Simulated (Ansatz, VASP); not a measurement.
**LaPd: VASP beside Ansatz**

One calculation is typed for both programs; each brings its own data sets. How far apart do they land? The cell is taken from a series of runs on this material, whose earlier steps may have relaxed, scaled, displaced or heated it; both programs get it as it stands.

Method: plane waves, with VASP 6.6.1 beside it; relaxation of cell and atoms at r2SCAN, in Ansatz 0.2.0.

### 1. The structure

It takes space group Cmcm (No. 63, orthorhombic). The conventional cell has a = 3.986 Å, b = 11.034 Å, c = 4.658 Å, α = 90.00°, β = 90.00°, γ = 90.00°. La has 7 Pd at 3.06 to 3.16 Å nearest. Nearest to Pd lie 2 Pd at 3.02 Å and 7 La at 3.06 to 3.16 Å. Farther neighbours are not listed.

### 2. Ansatz: relaxation of cell and atoms, r2SCAN

Ansatz runs on its default PAW (the set named soft_2) files.

The relaxed volume is the usual yardstick between codes: in a stiff, nearly cubic crystal its relative difference is about their pressure difference at one cell divided by the bulk modulus.

The input, input.yaml:

```yaml
crystal:
  lattice:
    - [1.99296687, -5.517070165, 0.0]
    - [1.99296687, 5.517070165, 0.0]
    - [0.0, 0.0, 4.65834429]
  atoms:
    - { symbol: La, position: [0.86482462, 0.13517538, 0.75] }
    - { symbol: La, position: [0.13517538, 0.86482462, 0.25] }
    - { symbol: Pd, position: [0.58720859, 0.41279141, 0.75] }
    - { symbol: Pd, position: [0.41279141, 0.58720859, 0.25] }
kpoints:
  mp_grid: { grid: [10, 10, 8] }
hamiltonian:
  xc: r2scan
scf:
  occupations: { method: gaussian, width: 0.1 }
output:
  forces: true
  stress: true
  eigenvalues: true
basis:
  ecutwfc: 520.0
relax:
  adjacent_minimum: "off"
  f_tol: 0.005
  max_steps: 60
  cell: { stress_tol: 0.03 }
```

On the command line:

```console
$ ansatz run input.yaml --threads 4 --pin off --max-ram 8192MiB --backend cpu --events-out ev --progress --plain --runs-dir out
```

Numbers of over 12 decimals in the logs are rounded to 6 here.

Log:

```text
Engine: ansatz 0.2.0, aarch64-unknown-linux-gnu
Pseudopotentials: kind: paw
Pseudopotential: La, paw, valence charge 11, recommended cutoff 500 eV (meta_gga), La.paw.azcp
Pseudopotential: Pd, paw, valence charge 18, recommended cutoff 500 eV (meta_gga), Pd.paw.azcp
Functional definition: r2SCAN
  parameter k0 = 0.174
  parameter k1 = 0.065
  parameter a1 = 4.9479
  exchange = r2scan_x(k0 = k0, k1 = k1, a1 = a1)
  correlation = r2scan_c
Crystal: 4 atoms, lattice volume = 102.440 Å³
Basis set: ecut = 520 eV, 2747 PW (Γ), exchange–correlation on 180×180×144 points (64 copies of the dense FFT grid, shifted against one another)
Bands: 35, of which v1, the nominal top of the filled ones, is band 29 counted from 1 (28 counted from 0)
Symmetry: 8 space group operations
Space group: Cmcm (ITA 63), of the structure as read, at distance tolerance 4.7e-5 Å
k-points: 155 of 800
Non-local potential: La, projectors of the file, l = 0: 3, l = 1: 2, l = 2: 2, l = 3: 3
Non-local potential: Pd, projectors of the file, l = 0: 2, l = 1: 2, l = 2: 2, l = 3: 1
PAW form: soft (Blöchl's): semilocal exchange-correlation on the pseudo side does not see the compensation charge
PAW frozen core: La, regenerated for the run's functional (the file was generated under x = pbe(κ = 0.804, μ = 0.219515), c = pbe(β = 0.066725))
PAW frozen core: Pd, regenerated for the run's functional (the file was generated under x = pbe(κ = 0.804, μ = 0.219515), c = pbe(β = 0.066725))
PAW one-centre angular grid: La, 974 points (default); XC on 160 Gauss nodes
PAW one-centre angular grid: Pd, 590 points (default); XC on 160 Gauss nodes
Initial density: superposition of atomic densities (neutral atoms: chi_scale 0, normalization atom), corrected by the library's trained network
Initial wavefunctions: pseudopotential atomic-orbital guess
Functional: x = r2scan, c = r2scan; τ floored in thin density (d = 2e-4 eV/Å³)
SCF iter   1: F=—  HF=-26504.150875 eV  |F-HF|=—  |Δ(HF+E_count)|=         —  Δρ=1.55e-2  dr2=4.37e-1  dr2_τ=5.61e-2  ethr=1.77e-3  ⟨swp⟩=7.6  Hψ=25341  notcnv=0
preconditioner: auto → Kerker (q_TF=auto, 2.482 Å⁻¹)  [metal: Δε(μ)=0.017 eV  Ē_g=9.015 eV  σ=0.100 eV  W_gap=0.10  n_scr=26 (ndim 8)  ℏωp=22.6 eV  f_vac=0.000  D(μ)=2.98/eV (n_scr^D=22)]
SCF iter   2: F=—  HF=-26504.245563 eV  |F-HF|=—  |Δ(HF+E_count)|=   9.47e-2  Δρ=7.20e-3  dr2=4.80e-2  dr2_τ=7.94e-3  ethr=7.54e-4  ⟨swp⟩=3.5  Hψ=10086  notcnv=0  defer=155
SCF iter   3: F=—  HF=-26504.239915 eV  |F-HF|=—  |Δ(HF+E_count)|=   5.65e-3  Δρ=3.08e-3  dr2=1.98e-2  dr2_τ=6.13e-4  ethr=8.28e-5  ⟨swp⟩=3.6  Hψ=10382  notcnv=0  defer=155
SCF iter   4: F=—  HF=-26504.238468 eV  |F-HF|=—  |Δ(HF+E_count)|=   1.45e-3  Δρ=1.19e-3  dr2=1.47e-3  dr2_τ=1.14e-4  ethr=3.42e-5  ⟨swp⟩=3.0  Hψ=8414  notcnv=0  defer=155
SCF iter   5: F=—  HF=-26504.238955 eV  |F-HF|=—  |Δ(HF+E_count)|=   4.87e-4  Δρ=4.21e-4  dr2=4.92e-4  dr2_τ=1.56e-5  ethr=2.54e-6  ⟨swp⟩=2.1  Hψ=8156  notcnv=0  defer=154
SCF iter   6: F=—  HF=-26504.239038 eV  |F-HF|=—  |Δ(HF+E_count)|=   8.28e-5  Δρ=1.14e-4  dr2=1.99e-5  dr2_τ=6.18e-7  ethr=8.48e-7  ⟨swp⟩=2.0  Hψ=8243  notcnv=0  defer=154
SCF iter   7: F=—  HF=-26504.239037 eV  |F-HF|=—  |Δ(HF+E_count)|=   1.03e-6  Δρ=4.97e-5  dr2=5.35e-6  dr2_τ=1.04e-7  ethr=3.43e-8  ⟨swp⟩=2.0  Hψ=8518  notcnv=0  defer=153
SCF iter   8: F=—  HF=-26504.239040 eV  |F-HF|=—  |Δ(HF+E_count)|=   2.44e-6  Δρ=1.06e-5  dr2=1.70e-7  dr2_τ=5.24e-9  ethr=9.23e-9  ⟨swp⟩=2.0  Hψ=8271  notcnv=0  defer=153
SCF iter   9: F=-26504.239040 eV  HF=-26504.239040 eV  |F-HF|=4.07e-8  |Δ(HF+E_count)|=   1.48e-7  Δρ=5.19e-6  dr2=6.23e-8  dr2_τ=2.30e-9  ethr=1.72e-10  ⟨swp⟩=15.2  Hψ=27966  notcnv=0
SCF 1 converged in 9 iterations: F = -26504.239040 eV  dr2 = 6.23e-8
  greatest PAW one-centre occupation: 1.003 electrons in one spin orbital (limit 2), on the Pd atom at site 3 (counted from 0), in its partial waves of l = 0
relax step   1: F+E_penalty+E_count = -26504.23903977 eV  Δ(F+E_penalty+E_count) = +0.000e0 eV  max|allowed force component| = 3.952e-2 eV/Å  Δτ_max = 0.0000 Å  P = +0.053 GPa  Ω = 102.440 Å³  (9 SCF iters, dr2 threshold 1.00e-7 eV, accepted)
[...]
relax step   5: F+E_penalty+E_count = -26504.23959549 eV  Δ(F+E_penalty+E_count) = -2.063e-5 eV  max|allowed force component| = 4.693e-3 eV/Å  Δτ_max = 0.0020 Å  P = -0.063 GPa  Ω = 102.634 Å³  energy of the carried Pulay correction = -9.693e-5 eV  (7 SCF iters, dr2 threshold 2.16e-8 eV, accepted)
[...]
relax step   6: F+E_penalty+E_count = -26504.23966549 eV  Δ(F+E_penalty+E_count) = -7.000e-5 eV  max|allowed force component| = 7.846e-4 eV/Å  Δτ_max = 0.0006 Å  P = +0.013 GPa  Ω = 102.532 Å³  energy of the carried Pulay correction = -4.586e-5 eV  (6 SCF iters, dr2 threshold 1.16e-8 eV, accepted)
[...]
relax step   7: F+E_penalty+E_count = -26504.23972416 eV  Δ(F+E_penalty+E_count) = -5.867e-5 eV  max|allowed force component| = 7.993e-4 eV/Å  Δτ_max = 0.0000 Å  P = +0.013 GPa  Ω = 102.532 Å³  stress off target by 1.66e-2 GPa  SCF on the basis re-selected at this cell (its energy is not comparable with the rows above)  (7 SCF iters)
basis re-selected at this cell: Δ(F+E_penalty+E_count) = -5.867e-5 eV, ΔP = +0.000 GPa vs the last step (what re-selecting the basis moved, of the pressure what is left beyond the Pulay correction that the steps carried, after the strain that the cell walked since its last selection, with what the two solves' SCF thresholds leave and, on support functions, any second-order correction that the steps lacked; it is no m [...]
SCF converged after 7 iterations
Free energy (F): -26504.239724 eV
Harris-Foulkes:  -26504.239724 eV  (|F-HF|=3.64e-12)
Internal energy: -26504.223717 eV  (E = F + TS)
E sigma→0 (E₀):  -26504.231721 eV
Entropy (-TS):   -0.016007 eV (-4.002 meV/atom)
Fermi energy:    14.068795 eV
--- Per-component energies (eV) ---
  E_band       = -581.060511
  E_kinetic    = 1419.886547
  E_local      = -6071.177830  (includes V_loc(G=0)·N_el)
  E_nonlocal   = 619.334616
  E_hartree    = 2505.783101
  E_xc         = -586.318885
  E_vxc        = -789.839445  (∫ρ·V_xc dr)
  E_paw        = -18419.611882  (= ΣΔE_a)
  E_vpaw       = -822.964220  (= ΣTr[D̂ρ^β])
  E_aug_tail   = 0.000174  (compensation charges beyond the density's cutoff)
  E_vtau       = 52.133399  (kinetic-family band-sum trace: ∫τ·v_τ [+ j·A + Jᵃ·Aᵃ] dr)
  E_ewald      = -5971.352409
  E_core_change = -0.767148  (= ΣΔE_core)
  E_smearing   = -0.016007  (= −TS)
  E_closure    = -0.000000  (closes the sum)
  Σ components = -26504.239724   (vs F -26504.239724, Δ=0.00e0)
--- Forces (eV/Å), atoms counted from 1 ---
  atom   1  La     0.00000000     0.00073467     0.00000000
  atom   2  La     0.00000000    -0.00073467     0.00000000
  atom   3  Pd     0.00000000     0.00079925     0.00000000
  atom   4  Pd     0.00000000    -0.00079925     0.00000000
  max |Σ_I F_I| component: 1.08e-19 eV/Å
--- Stress (GPa, compression-positive) ---
        0.007808       0.000000       0.000000
        0.000000       0.013922       0.000000
        0.000000       0.000000       0.016560
  P = ⅓ Tr σ = 0.0128 GPa (0.128 kbar)
--- Band table (eV; the first three rows and the last of 155) ---
  k-point 0: bands = [... 25 lower, 11.1935, 11.5389, 11.9666, 14.9628, 15.3181, 15.4552, 15.7836, 15.8054, ... 2 higher]
  k-point 1: bands = [... 25 lower, 11.1668, 11.4334, 12.0856, 14.7123, 15.3677, 15.4581, 15.6218, 15.6778, ... 2 higher]
  k-point 2: bands = [... 25 lower, 11.0979, 11.2496, 12.4534, 14.1270, 15.2016, 15.2313, 15.2413, 15.5292, ... 2 higher]
  k-point 154: bands = [... 25 lower, 11.1194, 11.7825, 11.7825, 13.5729, 13.5729, 15.6258, 15.6258, 15.6422, ... 2 higher]
--- Relaxed structure (6 steps of the walk, 5 accepted, 1 SCFs on fresh bases) ---
  F+E_penalty+E_count = -26504.23972416 eV   max|allowed force component| = 7.993e-4 eV/Å   (the final SCF, on the basis selected at the relaxed cell)
  cell:  # Å, volume = 102.5317 Å³
    - [1.988180, -5.548583, 0.0]
    - [1.988180, 5.548583, 0.0]
    - [0.0, 0.0, 4.647188]
  atoms:
    - { symbol: La, position: [0.865575, 0.134425, 0.75] }
    - { symbol: La, position: [0.134425, 0.865575, 0.250000] }
    - { symbol: Pd, position: [0.587854, 0.412146, 0.75] }
    - { symbol: Pd, position: [0.412146, 0.587854, 0.250000] }
```

In the SCF lines HF is the Harris–Foulkes energy and dr2 the Hartree energy of the density residual, in eV; the loop may stop once dr2 is under the threshold and the program's other checks hold. Hψ counts applications of the Hamiltonian.

[end of part 1 of 2]

[Lines on the potential files, build, host, timing and source positions are cut from VASP's logs without a mark.]

[Logs are printed without paths, hosts, clocks, repeated set-up lines and the standing remarks that a program may print on its own settings, such as how far it seeks lower states.]

[Hosts, paths, dates, database ids (printed as entryN), source tags and the programs' standing remarks are cut or masked in the printed files.]
